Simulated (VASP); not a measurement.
# CdSe (Cadmoselite) (P6_3mc) in VASP: settings compared

Aim: see how the results for CdSe (Cadmoselite) move with the level of theory and the settings. Levels: PBEsol, r2SCAN. Tasks: relaxation of cell and atoms.

Program: VASP 6.6.1. These are calculated values, not measurements. Logs are shortened: lines on timing, memory, paths and dates and some standing lists are left out, and cuts for length are marked.

## (1) The crystal as given

Symmetry: P6_3mc, No. 186, hexagonal system. The conventional cell has a = 4.300 Å, b = 4.300 Å, c = 7.020 Å, α = 90.00°, β = 90.00°, γ = 120.00°. Cd (site symmetry 3m) is surrounded by 4 Se at 2.61 to 2.70 Å. Se (site symmetry 3m) has 4 Cd at 2.61 to 2.70 Å as nearest neighbours.

## (2) Relaxation of cell and atoms, PBEsol

Input file INCAR:

```
ALGO = Normal
EDIFF = 1E-6
EDIFFG = -0.01
ENCUT = 600
GGA = PS
IBRION = 2
ISIF = 3
ISMEAR = 0
KPAR = 4
LASPH = True
LCHARG = False
LREAL = False
LWAVE = False
NELM = 80
NSW = 90
PREC = Accurate
SIGMA = 0.03
```

Input file KPOINTS:

```
k-points
0
Gamma
  9 9 4
```

Input file POSCAR:

```
CdSe
1.0
    4.3000000000      0.0000000000      0.0000000000
   -2.1500000000      3.7239092363      0.0000000000
    0.0000000000      0.0000000000      7.0200000000
Cd Se
2 2
Direct
    0.3333333333      0.6666666667      0.0000000000
    0.6666666667      0.3333333333      0.5000000000
    0.3333333333      0.6666666667      0.3850000000
    0.6666666667      0.3333333333      0.8850000000
```

Potentials or basis: VASP PAW PBE potentials, release 64 (Cd, Se).

Launch:

```
cat potpaw_PBE.64/Cd/POTCAR potpaw_PBE.64/Se/POTCAR > POTCAR
mpirun -np 4 vasp_std > vasp.out
```

OUTCAR:

```text
EDIFF = 1E-6
   EDIFFG = -0.01
   ENCUT = 600
   GGA = PS
   IBRION = 2
   ISIF = 3
   ISMEAR = 0
   LASPH = True
   LREAL = False
   NELM = 80
   NSW = 90
   PREC = Accurate

 ion  position               nearest neighbor table
   1  0.333  0.667  0.000-   4 2.61   4 2.61   4 2.61   3 2.70
   2  0.667  0.333  0.500-   3 2.61   3 2.61   3 2.61   4 2.70
   3  0.333  0.667  0.385-   2 2.61   2 2.61   2 2.61   1 2.70
   4  0.667  0.333  0.885-   1 2.61   1 2.61   1 2.61   2 2.70

  LATTYP: Found a hexagonal cell.
 ALAT       =     4.3000000000
 C/A-ratio  =     1.6325581395

  Lattice vectors:

 A1 = (   4.3000000000,   0.0000000000,   0.0000000000)
 A2 = (  -2.1500000000,   3.7239092363,   0.0000000000)
 A3 = (   0.0000000000,   0.0000000000,   7.0200000000)

Analysis of symmetry for initial positions (statically):
=====================================================================
 Subroutine PRICEL returns:
 Original cell was already a primitive cell.

 Routine SETGRP: Setting up the symmetry group for a
 hexagonal supercell.

 Subroutine GETGRP returns: Found 12 space group operations
 (whereof  6 operations were pure point group operations)
 out of a pool of 24 trial point group operations.

The static configuration has the point symmetry C_3v.
 The point group associated with its full space group is C_6v.

Analysis of symmetry for dynamics (positions and initial velocities):
=====================================================================
 Subroutine PRICEL returns:
 Original cell was already a primitive cell.

 Routine SETGRP: Setting up the symmetry group for a
 hexagonal supercell.

 Subroutine GETGRP returns: Found 12 space group operations
 (whereof  6 operations were pure point group operations)
 out of a pool of 24 trial point group operations.

The dynamic configuration has the point symmetry C_3v.
 The point group associated with its full space group is C_6v.

 Subroutine INISYM returns: Found 12 space group operations
 (whereof  6 operations are pure point group operations),
 and found     1 'primitive' translations

----------------------------------------------------------------------------------------

                                     Primitive cell

  volume of cell :     112.4099

  direct lattice vectors                    reciprocal lattice vectors
     4.300000000  0.000000000  0.000000000     0.232558140  0.134267504  0.000000000
    -2.150000000  3.723909236  0.000000000     0.000000000  0.268535009  0.000000000
     0.000000000  0.000000000  7.020000000     0.000000000  0.000000000  0.142450142

  length of vectors
     4.300000000  4.300000000  7.020000000     0.268535009  0.268535009  0.142450142

  position of ions in fractional coordinates (direct lattice)
     0.333333333  0.666666667  0.000000000
     0.666666667  0.333333333  0.500000000
     0.333333333  0.666666667  0.385000000
     0.666666667  0.333333333  0.885000000

  ion indices of the primitive-cell ions
   primitive index   ion index
                 1           1
                 2           2
                 3           3
                 4           4

----------------------------------------------------------------------------------------

 KPOINTS: k-points

Automatic generation of k-mesh.
 Grid dimensions read from file:
 generate k-points for:    9    9    4

 Generating k-lattice:

  Cartesian coordinates                     Fractional coordinates (reciprocal lattice)
     0.025839793  0.014918612  0.000000000     0.111111111  0.000000000  0.000000000
     0.000000000  0.029837223  0.000000000     0.000000000  0.111111111  0.000000000
     0.000000000  0.000000000  0.035612536     0.000000000  0.000000000  0.250000000

  Length of vectors
     0.029837223  0.029837223  0.035612536

  Shift w.r.t. Gamma in fractional coordinates (k-lattice)
     0.000000000  0.000000000  0.000000000

 Subroutine IBZKPT returns following result:
 ===========================================

 Found     36 irreducible k-points:

 Following reciprocal coordinates:
            Coordinates               Weight
  0.000000  0.000000  0.000000      1.000000
  0.111111 -0.000000  0.000000      6.000000
  0.222222  0.000000  0.000000      6.000000
  0.333333 -0.000000  0.000000      6.000000
  0.444444  0.000000  0.000000      6.000000
  0.111111  0.111111  0.000000      6.000000
[... 16 lines left out ...]
  0.333333  0.222222  0.250000     24.000000
  0.333333  0.333333  0.250000      4.000000
 [... further k-points ...]
   k-points           NKPTS =     36   k-points in BZ     NKDIM =     36   number of bands    NBANDS=     22
   number of dos      NEDOS =    301   number of ions     NIONS =      4
   total plane-waves  NPLWV =  72576
   dimension x,y,z NGX =    36 NGY =   36 NGZ =   56
   dimension x,y,z NGXF=    72 NGYF=   72 NGZF=  112
   ions per type =               2   2
   NGX,Y,Z   is equivalent  to a cutoff of  13.92, 13.92, 13.26 a.u.
   NGXF,Y,Z  is equivalent  to a cutoff of  27.84, 27.84, 26.52 a.u.
 SYSTEM =  unknown system
   PREC   = accura    normal or accurate (medium, high low for compatibility)
   ISTART =      0    job   : 0-new  1-cont  2-samecut
   ICHARG =      2    charge: 1-file 2-atom 10-const
   ISPIN  =      1    spin polarized calculation?
   LNONCOLLINEAR =      F non collinear calculations
   LSORBIT =      F    spin-orbit coupling
   LASPH  =      T    aspherical Exc in radial PAW
   ENCUT  =  600.0 eV  44.10 Ry    6.64 a.u.   8.59  8.59 14.02*2*pi/ulx,y,z
   NELM   =     80;   NELMIN=  2; NELMDL= -5     # of ELM steps
   EDIFF  = 0.1E-05   stopping-criterion for ELM
   LREAL  =      F    real-space projection
   EDIFFG = -.1E-01   stopping-criterion for IOM
   NSW    =     90    number of steps for IOM
   IBRION =      2    ionic relax: 0-MD 1-quasi-New 2-CG
   NFREE  =      1    steps in history (QN), initial steepest desc. (CG)
   ISIF   =      3    stress and relaxation
   ISYM   =      2    0-nonsym 1-usesym 2-fastsym
   POTIM  = 0.5000    time-step for ionic-motion
   TEBEG  =    0.0;   TEEND  =   0.0 temperature during run
   PSTRESS=    0.0 pullay stress
   NELECT =      36.0000    total number of electrons
   NUPDOWN=      -1.0000    fix difference up-down
   EMIN   =  10.00;   EMAX   =-10.00  energy-range for DOS
   EFERMI =   0.00;   METHOD = LEGACY
   ISMEAR =     0;   SIGMA  =   0.03  broadening in eV -4-tet -1-fermi 0-gaus
   EFERMI_NEDOS =   21; number of points for ismear=-14 and -15
   IALGO  =     38    algorithm
   IMIX   =      4    mixing-type and parameters
     AMIX     =   0.40;   BMIX     =  1.00
     AMIX_MAG =   1.60;   BMIX_MAG =  1.00
  volume/ion in A,a.u.               =      28.10       189.64
  Fermi-wavevector in a.u.,A,eV,Ry     =   1.120059  2.116604 17.068937  1.254531
  Thomas-Fermi vector in A             =   2.256702
   LORBIT       =      0    0 simple, 1 ext, 2 COOP (PROOUT), +10 PAW based schemes
   GGA     = PS    functional components
   LHFCALC =     F    Hartree Fock is set to
   AEXX    =    0.0000 exact exchange contribution
   IVDW    =     0    specifies the selected vdW correction
   LEPSILON=     F    determine dielectric tensor
   LRPA    =     F    only Hartree local field effects (RPA)
 conjugate gradient relaxation of ions
 non-spin polarized calculation
 Gauss-broadening in eV      SIGMA  =   0.03
  energy-cutoff  :      600.00
  volume of cell :      112.41
 maximum number of plane-waves:      3791
 NGX is ok and might be reduce to    36
   NGX = 17   NGY = 17   NGZ = 29

--------------------------------------- Ionic step        1  -------------------------------------------

 number of electron      35.9999991 magnetization

 Free energy of the ion-electron system (eV)
  ---------------------------------------------------
  ext. energy  EPLUGINS =         0.00000000
  ---------------------------------------------------
  free energy    TOTEN  =       -12.33226954 eV

  energy without entropy =      -12.33226954  energy(sigma->0) =      -12.33226954

------------------------ aborting loop because EDIFF is reached ----------------------------------------

  FORCE on cell =-STRESS in cart. coord.  units (eV):
  Direction    XX          YY          ZZ          XY          YZ          ZX
  --------------------------------------------------------------------------------------
  -------------------------------------------------------------------------------------
  Total        0.7590133      0.7590133     -0.5705891      0.0000000      0.0000000      0.0000000
  in kB       10.8182072     10.8182072     -8.1326000      0.0000000      0.0000000      0.0000000
  external PRESSURE =       4.5012715 kB  Pullay stress =       0.0000000 kB
[... 95 lines left out ...]
  FREE ENERGIE OF THE ION-ELECTRON SYSTEM (eV)
  ---------------------------------------------------
  free  energy   TOTEN  =       -12.3481584762 eV

  energy  without entropy=      -12.3481584762  energy(sigma->0) =      -12.34815848

[... ionic steps 4 to 7 ...]

--------------------------------------- Ionic step        8  -------------------------------------------

 number of electron      35.9999999 magnetization

------------------------ aborting loop because EDIFF is reached ----------------------------------------

  FORCE on cell =-STRESS in cart. coord.  units (eV):
  Direction    XX          YY          ZZ          XY          YZ          ZX
  --------------------------------------------------------------------------------------
  -------------------------------------------------------------------------------------
  Total        0.0667304      0.0667304      0.0283696      0.0000000      0.0000000      0.0000000
  in kB        0.9461777      0.9461777      0.4022553      0.0000000      0.0000000      0.0000000
  external PRESSURE =       0.7648702 kB  Pullay stress =       0.0000000 kB
[... 61 lines left out ...]
  energy  without entropy=      -12.3520047840  energy(sigma->0) =      -12.35200478

--------------------------------------- Ionic step       10  -------------------------------------------

 number of electron      35.9999999 magnetization

 Free energy of the ion-electron system (eV)
  ---------------------------------------------------
  ext. energy  EPLUGINS =         0.00000000
  ---------------------------------------------------
  free energy    TOTEN  =       -12.35203685 eV

  energy without entropy =      -12.35203685  energy(sigma->0) =      -12.35203685

 E-fermi :   0.9112     XC(G=0):  -9.0651

 val. band max:        0.7716929426   @ k =   0.0000   0.0000   0.0000
 cond. band min:       1.2999508249   @ k =   0.0000   0.0000   0.0000
 fundamental gap:      0.5282578823
 Fermi energy:         0.9111941558

 k-point     1 :       0.0000    0.0000    0.0000
  band No.  band energies     occupation
      1     -11.8278      2.00000
      2     -11.4478      2.00000
      3      -7.1169      2.00000
      4      -7.1102      2.00000
      5      -7.1102      2.00000
      6      -7.0427      2.00000
[... 574 lines left out ...]
      6      -6.8943      2.00000
[... 14 lines left out ...]
     21       5.3505      0.00000
     22       7.1062      0.00000

 [... further k-points ...]

------------------------ aborting loop because EDIFF is reached ----------------------------------------

  FORCE on cell =-STRESS in cart. coord.  units (eV):
  Direction    XX          YY          ZZ          XY          YZ          ZX
  --------------------------------------------------------------------------------------
  -------------------------------------------------------------------------------------
  Total        0.0102938      0.0102938      0.0083826      0.0000000      0.0000000      0.0000000
  in kB        0.1457429      0.1457429      0.1186835      0.0000000      0.0000000      0.0000000
  external PRESSURE =       0.1367231 kB  Pullay stress =       0.0000000 kB
[... 19 lines left out ...]
  FREE ENERGIE OF THE ION-ELECTRON SYSTEM (eV)
  ---------------------------------------------------
  free  energy   TOTEN  =       -12.3520368488 eV

  energy  without entropy=      -12.3520368488  energy(sigma->0) =      -12.35203685

 reached required accuracy - stopping structural energy minimisation
```

Run time: 85 s. Hardware: 4 MPI ranks of Intel Xeon 6975P-C (Granite Rapids), shared host; peak memory 0.33 GiB.

Results:

| Quantity | Value |
| --- | --- |
| Free energy | -12.3520 eV |
| Relaxed volume | 28.29 Å³/atom |
| Relaxed cell | a = 4.310 Å, b = 4.310 Å, c = 7.035 Å, α = 90.00°, β = 90.00°, γ = 120.00° |
| Space group after relaxing (to 0.05 Å) | P6_3mc (No. 186) |
| Energy gained by relaxing | 4.9 meV/atom |
| Ionic steps | 10 |
| Pressure after relaxing | 0.0 GPa |
| Band gap on the k mesh | 0.53 eV, direct |

The path:
```tsv
step	energy change (eV)	largest force (eV/Å)	pressure (GPa)	volume (Å³)
1	0.0000	0.2741	0.45	112.41
2	-0.0159	0.0637	-0.25	113.69
3	-0.0159	0.0681	-0.24	113.67
4	-0.0172	0.0376	0.04	113.06
5	-0.0174	0.0227	0.18	112.78
6	-0.0185	0.0178	0.16	112.85
7	-0.0197	0.0040	0.08	113.00
8	-0.0197	0.0047	0.08	113.00
9	-0.0197	0.0031	-0.06	113.31
10	-0.0198	0.0005	0.01	113.16
```

Final structure:
```xyz
4
Lattice="4.3097 0.0000 0.0000 -2.1548 3.7323 0.0000 0.0000 0.0000 7.0352" Properties=species:S:1:pos:R:3 pbc="T T T"
Cd    0.0000    2.4882    0.0328
Cd    2.1548    1.2441    3.5504
Se    0.0000    2.4882    2.6757
Se    2.1548    1.2441    6.1933
```

Caveat: the PAW data sets were made with another functional, which shifts forces and pressure a little. Zero-point motion and thermal expansion aren't in these numbers.

## (3) Relaxation of cell and atoms, PBEsol

This run uses another cell than the first one, of 28.29 Å³/atom, 1.007 times its volume.

Changes to INCAR since step 2:

```diff
@@ -1,4 +1,4 @@
 ALGO = Normal
-EDIFF = 1E-6
-EDIFFG = -0.01
+EDIFF = 1E-7
+EDIFFG = -0.005
 ENCUT = 600
```

KPOINTS is that of step 2.

Input file POSCAR:

```
CdSe                                    
1.0
    4.3096852288      0.0000000000      0.0000000000
   -2.1548426144      3.7322968905     -0.0000000000
    0.0000000000      0.0000000000      7.0351851817
  Cd              Se            
     2     2
Direct
     0.3333333332999970    0.6666666667000030    0.0046653507763767
     0.6666666667000030    0.3333333332999970    0.5046653507763770
     0.3333333332999970    0.6666666667000030    0.3803346492236214
     0.6666666667000030    0.3333333332999970    0.8803346492236210
```

Potentials or basis: VASP PAW PBE potentials, release 64 (Cd, Se).

Launch:

```
cat potpaw_PBE.64/Cd/POTCAR potpaw_PBE.64/Se/POTCAR > POTCAR
mpirun -np 4 vasp_std > vasp.out
```

Wall time 18 s (4 MPI ranks of Intel Xeon 6975P-C (Granite Rapids), shared host); peak memory 0.31 GiB.

Results (log left out):

```yaml
Free_energy: -12.3523 eV
Pressure_after_relaxing: 0.0 GPa
Band_gap_on_the_k_mesh: 0.53 eV, direct
```

Final structure:
```
Cd Se
1.0
     4.30969    0.00000    0.00000
    -2.15484    3.73230    0.00000
     0.00000    0.00000    7.03519
Cd Se
2 2
Direct
  0.33333 0.66667 0.00467
  0.66667 0.33333 0.50467
  0.33333 0.66667 0.38033
  0.66667 0.33333 0.88033
```

Levels at points of the mesh, in eV from the valence-band top:
```tsv
k point	band 14	band 15	band 16	band 17	band 18	band 19	band 20	band 21	band 22
(0.00, 0.00, 0.00)	-0.77	-0.77	-0.05	0.00	0.00	0.53	2.09	5.78	5.78
(0.00, 0.00, 0.50)	-2.70	-0.40	-0.40	-0.40	-0.40	2.27	2.27	5.74	5.74
```

Caveat: the relaxation stopped at its first step, so nothing moved; the PAW data sets were made with another functional, which shifts forces and pressure a little.

## (4) Relaxation of cell and atoms, r2SCAN

Input file INCAR:

```
ALGO = Normal
EDIFF = 1E-6
EDIFFG = -0.01
ENCUT = 600
IBRION = 2
ISIF = 3
ISMEAR = 0
KPAR = 2
LASPH = T
LCHARG = F
LMIXTAU = T
LREAL = F
LWAVE = F
METAGGA = R2SCAN
NELM = 80
NSW = 90
PREC = Accurate
SIGMA = 0.03
```

KPOINTS is that of step 3.

Input file POSCAR:

```
CdSe
1.0
    4.3000000000      0.0000000000      0.0000000000
   -2.1500000000      3.7239092363      0.0000000000
    0.0000000000      0.0000000000      7.0200000000
Cd Se
2 2
Direct
    0.3333333333      0.6666666667      0.0000000000
    0.6666666667      0.3333333333      0.5000000000
    0.3333333333      0.6666666667      0.3850000000
    0.6666666667      0.3333333333      0.8850000000
```

Launch:

```
cat potpaw_PBE.64/Cd/POTCAR potpaw_PBE.64/Se/POTCAR > POTCAR
mpirun -np 2 vasp_std > vasp.out
```

It took 16 min on 2 MPI ranks of Intel Xeon Platinum 8259CL at 2.50GHz (Skylake/Cascade Lake), shared host; peak memory 0.35 GiB.

It converged, with:

* Free energy: -71.8328 eV
* Relaxed volume: 28.99 Å³/atom
* Relaxed cell: a = 4.347 Å, b = 4.347 Å, c = 7.085 Å, α = 90.00°, β = 90.00°, γ = 120.00°
* Space group after relaxing (to 0.05 Å): P6_3mc (No. 186)
* Energy gained by relaxing: 9.4 meV/atom
* Ionic steps: 7
* Pressure after relaxing: 0.0 GPa
* Band gap on the k mesh: 1.08 eV, direct

Forces on the atoms (eV/Å):
```
Cd   0.000  0.000 -0.002
Cd   0.000  0.000 -0.002
Se   0.000  0.000  0.002
Se   0.000  0.000  0.002
```

The path:
```tsv
step	energy change (eV)	largest force (eV/Å)	pressure (GPa)	volume (Å³)
1	0.0000	0.2854	1.80	112.41
2	-0.0302	0.0451	-0.73	117.61
3	-0.0333	0.0988	-0.19	116.34
4	-0.0350	0.0516	-0.01	115.93
5	-0.0352	0.0269	0.08	115.73
6	-0.0362	0.0194	0.05	115.79
7	-0.0376	0.0021	-0.02	115.95
```

Final structure:
```
Cd Se
1.0
     4.34714    0.00000    0.00000
    -2.17357    3.76473    0.00000
     0.00000    0.00000    7.08486
Cd Se
2 2
Direct
  0.33333 0.66667 0.00452
  0.66667 0.33333 0.50452
  0.33333 0.66667 0.38048
  0.66667 0.33333 0.88048
```

Levels at points of the mesh, in eV from the valence-band top:
```
           k point  band 15  band 16  band 17  band 18  band 19  band 20  band 21  band 22
(0.00, 0.00, 0.00)    -0.73    -0.04     0.00     0.00     1.08     2.63     6.38     6.38
(0.00, 0.00, 0.50)    -0.38    -0.38    -0.38    -0.38     2.77     2.77     6.26     6.26
```

Caveat: the PAW data sets were made with another functional, which shifts forces and pressure a little.

(Part 1 of 2 ends here.)
